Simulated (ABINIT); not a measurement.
# ZnO (zincite) (P6_3mc) in ABINIT: single point with PBE

Aim: the single point of ZnO (zincite) with PBE.

All numbers are computed with ABINIT 10.8.3 (patched build); they aren't measurements. Logs are shortened: lines on timing, memory, paths and dates and some standing lists are left out, and cuts for length are marked. The log counts tension as positive stress, the text compression.

**The experiment to reproduce.**

From “Electronic structure of alkaline earth and post-transition metal oxides”, 2009, arxiv:0908.1581, for a bulk crystal of ZnO: band gap 3.37 eV.

The runs below are set against these values where they give the same quantity.

## (1) The structure

Symmetry: P6_3mc, No. 186, hexagonal system. The conventional cell has a = 3.249 Å, b = 3.249 Å, c = 5.206 Å, α = 90.00°, β = 90.00°, γ = 120.00°. Around Zn (site symmetry 3m) lie 4 O at 1.97 to 1.98 Å. O (site symmetry 3m) has 4 Zn at 1.97 to 1.98 Å as nearest neighbours.

## (2) Single point, PBE

run.abi

```
# Pseudopotentials
pp_dirpath "./"
pseudos "Zn.upf, O.upf"

# Structure
acell 3.249308 3.249308 5.205709 Angstrom
rprim
     1.0000000000     0.0000000000     0.0000000000
    -0.5000000000     0.8660254038     0.0000000000
     0.0000000000     0.0000000000     1.0000000000
ntypat 2
znucl 30 8
natom 4
typat 1 1 2 2
xred
     0.6666666667     0.3333333333     0.0000000000
     0.3333333333     0.6666666667     0.5000000000
     0.3333333333     0.6666666667     0.8790100000
     0.6666666667     0.3333333333     0.3790100000

# Plane-wave basis
ecut 40.0

# k points
kptopt 1
ngkpt 7 7 4
nshiftk 1
shiftk 0.0 0.0 0.0

# Exchange and correlation
ixc 11

# Bands and occupations
nband 32
occopt 3
tsmear 0.05 eV

# SCF cycle
nstep 100
tolvrs 1.0e-10

# Output
iomode 3
prtwf 0
prteig 0
prtebands 0
enunit 2
prtden 1
prtvha 1
prtvclmb 1
prtpot 1
prtelf 1
```

Potentials or basis: PseudoDojo NC SR PBE v0.4.1 standard.

On the command line:

```sh
$ mpirun --bind-to none -np 4 abinit run.abi > log 2>&1
```

run.abo:

```text
.Version 10.8.3 of ABINIT
 Symmetries : space group P6_3 m c (#186); Bravais hP (primitive hexag.)
================================================================================
 Values of the parameters that define the memory need of the present run
     intxc =       0    ionmov =       0      iscf =       7    lmnmax =       6
     lnmax =       6     mgfft =      60  mpssoang =       3    mqgrid =    3001
     natom =       4  nloc_mem =       1    nspden =       1   nspinor =       1
    nsppol =       1      nsym =      12    n1xccc =    2501    ntypat =       2
    occopt =       3   xclevel =       2
       mpw =        3898          nfft =       77760          nkpt =          24
================================================================================
================================================================================

--------------------------------------------------------------------------------
------------- Echo of variables that govern the present computation ------------
--------------------------------------------------------------------------------
 -outvars: echo values of preprocessed input variables --------
            acell      6.1403022187E+00  6.1403022187E+00  9.8373643012E+00 Bohr
              amu      6.53900000E+01  1.59994000E+01
             ecut      4.00000000E+01 Hartree
           enunit           2
              ixc          11
         kptrlatt        7    0    0      0    7    0      0    0    4
          kptrlen      3.93494572E+01
            natom           4
            nband          32
            ngfft          36      36      60
             nkpt          24
            nstep         100
             nsym          12
           ntypat           2
           occopt           3
        prtebands           0
           prteig           0
           prtelf           1
           prtpot           1
         prtvclmb           1
           prtvha           1
            prtwf           0
            rprim      1.0000000000E+00  0.0000000000E+00  0.0000000000E+00
                      -5.0000000000E-01  8.6602540380E-01  0.0000000000E+00
                       0.0000000000E+00  0.0000000000E+00  1.0000000000E+00
          spgroup         186
           tolvrs      1.00000000E-10
           tsmear      1.83746611E-03 Hartree
            typat      1  1  2  2
           xangst      1.6246540000E+00  9.3799442426E-01  0.0000000000E+00
                       6.5619490340E-17  1.8759888485E+00  2.6028545000E+00
                       6.5619490340E-17  1.8759888485E+00  4.5758702681E+00
                       1.6246540000E+00  9.3799442426E-01  1.9730157681E+00
            xcart      3.0701511094E+00  1.7725525695E+00  0.0000000000E+00
                       1.2400286527E-16  3.5451051389E+00  4.9186821506E+00
                       1.2400286527E-16  3.5451051389E+00  8.6471415944E+00
                       3.0701511094E+00  1.7725525695E+00  3.7284594438E+00
             xred      6.6666666667E-01  3.3333333333E-01  0.0000000000E+00
                       3.3333333333E-01  6.6666666667E-01  5.0000000000E-01
                       3.3333333333E-01  6.6666666667E-01  8.7901000000E-01
                       6.6666666667E-01  3.3333333333E-01  3.7901000000E-01
            znucl       30.00000    8.00000

================================================================================

 chkinp: Checking input parameters for consistency.

================================================================================
== DATASET  1 ==================================================================

--- !DatasetInfo
iteration_state: {dtset: 1, }
dimensions: {natom: 4, nkpt: 24, mband: 32, nsppol: 1, nspinor: 1, nspden: 1, mpw: 3898, }
cutoff_energies: {ecut:  40.0, pawecutdg:  -1.0, }
electrons: {nelect:   5.20000000E+01, charge:   0.00000000E+00, occopt:   3.00000000E+00, tsmear:   1.83746611E-03, }
meta: {optdriver: 0, ionmov: 0, optcell: 0, iscf: 7, paral_kgb: 0, }
...

 Exchange-correlation functional for the present dataset will be:
  GGA: Perdew-Burke-Ernzerhof functional - ixc=11
  J.P.Perdew, K.Burke, M.Ernzerhof, PRL 77, 3865 (1996)

 Real(R)+Recip(G) space primitive vectors, cartesian coordinates (Bohr,Bohr^-1):
 R(1)=  6.1403022  0.0000000  0.0000000  G(1)=  0.1628584  0.0940264  0.0000000
 R(2)= -3.0701511  5.3176577  0.0000000  G(2)=  0.0000000  0.1880527  0.0000000
[... 81 lines left out ...]
pressure_GPa:   4.1784E+00
xred      :
- [  6.6667E-01,   3.3333E-01,   0.0000E+00, Zn]
- [  3.3333E-01,   6.6667E-01,   5.0000E-01, Zn]
- [  3.3333E-01,   6.6667E-01,   8.7901E-01,  O]
- [  6.6667E-01,   3.3333E-01,   3.7901E-01,  O]
cartesian_forces: # hartree/bohr
- [  2.45571190E-27,   6.07631112E-28,  -1.37794037E-03, ]
- [  2.45571190E-27,   6.07631112E-28,  -1.37794037E-03, ]
- [ -2.45571190E-27,  -1.41780593E-27,   1.37794037E-03, ]
- [ -2.45571190E-27,   2.02543704E-28,   1.37794037E-03, ]
force_length_stats: {min:   1.37794037E-03, max:   1.37794037E-03, mean:   1.37794037E-03, }
...

 Integrated electronic density in atomic spheres:
 ------------------------------------------------
 Atom  Sphere_radius  Integrated_density
    1        2.00000         18.17147080
    2        2.00000         18.17147080
    3        2.00000          6.25208100
    4        2.00000          6.25208100
================================================================================

 ----iterations are completed or convergence reached----

 Mean square residual over all n,k,spin=   13.559E-09; max=  82.086E-07
 reduced coordinates (array xred) for    4 atoms
       0.666666666667      0.333333333333      0.000000000000
       0.333333333333      0.666666666667      0.500000000000
       0.333333333333      0.666666666667      0.879010000000
       0.666666666667      0.333333333333      0.379010000000
 rms dE/dt=  7.8266E-03; max dE/dt=  1.3414E-02; dE/dt below (all hartree)
    1      -0.000000000000      0.000000000000      0.013413797539
    2      -0.000000000000      0.000000000000      0.013413797539
    3      -0.000000000000     -0.000000000000     -0.013696805186
    4      -0.000000000000     -0.000000000000     -0.013696805186

 cartesian coordinates (angstrom) at end:
    1      1.62465400000000     0.93799442425686     0.00000000000000
    2      0.00000000000000     1.87598884851371     2.60285450000000
    3      0.00000000000000     1.87598884851371     4.57587026809000
    4      1.62465400000000     0.93799442425686     1.97301576809000

 cartesian forces (hartree/bohr) at end:
    1      0.00000000000000     0.00000000000000    -0.00137794036570
    2      0.00000000000000     0.00000000000000    -0.00137794036570
    3     -0.00000000000000    -0.00000000000000     0.00137794036570
    4     -0.00000000000000     0.00000000000000     0.00137794036570
 frms,max,avg= 7.9555424E-04 1.3779404E-03   0.000E+00  0.000E+00  1.438E-05 h/b

 cartesian forces (eV/Angstrom) at end:
    1      0.00000000000000     0.00000000000000    -0.07085654251128
    2      0.00000000000000     0.00000000000000    -0.07085654251128
    3     -0.00000000000000    -0.00000000000000     0.07085654251128
    4     -0.00000000000000     0.00000000000000     0.07085654251128
 frms,max,avg= 4.0909044E-02 7.0856543E-02   0.000E+00  0.000E+00  7.397E-04 e/A
 length scales=  6.140302218721  6.140302218721  9.837364301173 bohr
              =  3.249308000000  3.249308000000  5.205709000000 angstroms
 Fermi (or HOMO) energy (hartree) =   0.16828   Average Vxc (hartree)=  -0.41238
 Eigenvalues (hartree) for nkpt=  24  k points:
 kpt#   1, nband= 32, wtk=  0.00510, kpt=  0.0000  0.0000  0.0000 (reduced coord)
  -4.38537   -4.38536   -2.70187   -2.70175   -2.70175   -2.70175   -2.70173   -2.70173
  -0.50974   -0.48279   -0.05839   -0.05839   -0.05694   -0.05322   -0.05122   -0.05122
  -0.01658   -0.01658   -0.00878   -0.00878    0.00151    0.12171    0.12171    0.14869
   0.15121    0.15121    0.18322    0.34571    0.45623    0.62645    0.62645    0.67285
      occupation numbers for kpt#   1
   2.00000    2.00000    2.00000    2.00000    2.00000    2.00000    2.00000    2.00000
   2.00000    2.00000    2.00000    2.00000    2.00000    2.00000    2.00000    2.00000
   2.00000    2.00000    2.00000    2.00000    2.00000    2.00000    2.00000    1.99995
   1.99982    1.99982    0.00059    0.00000    0.00000    0.00000    0.00000    0.00000
 prteigrs : prtvol=0 or 1, do not print more k-points.

 Fermi (or HOMO) energy (eV) =   4.57908   Average Vxc (eV)= -11.22132
 Eigenvalues (   eV  ) for nkpt=  24  k points:
 kpt#   1, nband= 32, wtk=  0.00510, kpt=  0.0000  0.0000  0.0000 (reduced coord)
-119.33194 -119.33177  -73.52161  -73.51843  -73.51835  -73.51835  -73.51776  -73.51776
 -13.87083  -13.13745   -1.58900   -1.58900   -1.54953   -1.44812   -1.39389   -1.39389
  -0.45107   -0.45107   -0.23883   -0.23883    0.04104    3.31180    3.31180    4.04604
   4.11458    4.11458    4.98562    9.40730   12.41468   17.04670   17.04670   18.30905
 prteigrs : prtvol=0 or 1, do not print more k-points.

--- !EnergyTerms
iteration_state     : {dtset: 1, }
comment             : Components of total free energy in Hartree
kinetic             :  2.07623401939696E+02
hartree             :  1.63222714542478E+02
xc                  : -5.34090567381416E+01
Ewald energy        : -2.53713067182994E+02
psp_core            :  1.06448103524919E+01
local_psp           : -4.23745805781282E+02
non_local_psp       : -1.01833296134670E+02
internal            : -4.51210299002421E+02
'-kT*entropy'       : -1.12446890489336E-07
total_energy        : -4.51210299114868E+02
total_energy_eV     : -1.22780577273793E+04
band_energy         : -5.16584892935049E+01
...

 Cartesian components of stress tensor (hartree/bohr^3)
  sigma(1 1)= -1.23358273E-04  sigma(3 2)=  0.00000000E+00
  sigma(2 2)= -1.23358275E-04  sigma(3 1)=  0.00000000E+00
  sigma(3 3)= -1.79343982E-04  sigma(2 1)=  0.00000000E+00

-Cartesian components of stress tensor (GPa)         [Pressure=  4.1784E+00 GPa]
- sigma(1 1)= -3.62932571E+00  sigma(3 2)=  0.00000000E+00
- sigma(2 2)= -3.62932574E+00  sigma(3 1)=  0.00000000E+00
- sigma(3 3)= -5.27648212E+00  sigma(2 1)=  0.00000000E+00

== END DATASET(S) ==============================================================
================================================================================

 -outvars: echo values of variables after computation  --------
            acell      6.1403022187E+00  6.1403022187E+00  9.8373643012E+00 Bohr
           etotal     -4.5121029911E+02
            fcart      2.4557119035E-27  6.0763111222E-28 -1.3779403657E-03
                       2.4557119035E-27  6.0763111222E-28 -1.3779403657E-03
                      -2.4557119035E-27 -1.4178059285E-27  1.3779403657E-03
                      -2.4557119035E-27  2.0254370407E-28  1.3779403657E-03
            rprim      1.0000000000E+00  0.0000000000E+00  0.0000000000E+00
                      -5.0000000000E-01  8.6602540380E-01  0.0000000000E+00
                       0.0000000000E+00  0.0000000000E+00  1.0000000000E+00
           strten     -1.2335827349E-04 -1.2335827468E-04 -1.7934398190E-04
                       0.0000000000E+00  0.0000000000E+00  0.0000000000E+00
           xangst      1.6246540000E+00  9.3799442426E-01  0.0000000000E+00
                       6.5619490340E-17  1.8759888485E+00  2.6028545000E+00
                       6.5619490340E-17  1.8759888485E+00  4.5758702681E+00
                       1.6246540000E+00  9.3799442426E-01  1.9730157681E+00
             xred      6.6666666667E-01  3.3333333333E-01  0.0000000000E+00
                       3.3333333333E-01  6.6666666667E-01  5.0000000000E-01
                       3.3333333333E-01  6.6666666667E-01  8.7901000000E-01
                       6.6666666667E-01  3.3333333333E-01  3.7901000000E-01
 Calculation completed.
```

It took 58 s on 4 MPI ranks of Arm Neoverse N1, shared host; peak memory 0.32 GiB.

What came out:

```
Free energy                                           : -12278.0577 eV
Pressure                                              : 4.2 GPa
Largest force                                         : 0.071 eV/Å
Band gap on the k mesh                                : 0.87 eV, direct
Valence electrons inside the program's atomic spheres : Zn 18.17; O 6.25
```

Forces on the atoms (eV/Å):
```
Zn   0.000  0.000 -0.071
Zn   0.000  0.000 -0.071
O    0.000  0.000  0.071
O    0.000  0.000  0.071
```

Levels at points of the mesh, in eV from the valence-band top:
| k point | band 24 | band 25 | band 26 | band 27 | band 28 | band 29 |
| --- | --- | --- | --- | --- | --- | --- |
| (0.00, 0.00, 0.00) | -0.07 | 0.00 | 0.00 | 0.87 | 5.29 | 8.30 |
| (0.00, 0.00, 0.50) | -0.40 | -0.40 | -0.40 | 3.53 | 3.53 | 10.19 |

## (3) Against experiment

Step 2. A measured gap of ZnO is 3.37 eV (quoted in “Electronic structure of alkaline earth and post-transition metal oxides”, 2009, arxiv:0908.1581); the calculated 0.87 eV misses it by -2.50 eV. So large a miss can be the level of theory's own, or it may mean another phase, state or a wrong row. The value is that of PBE, without temperature or zero-point motion. Semilocal functionals fall short of measured gaps as a rule.
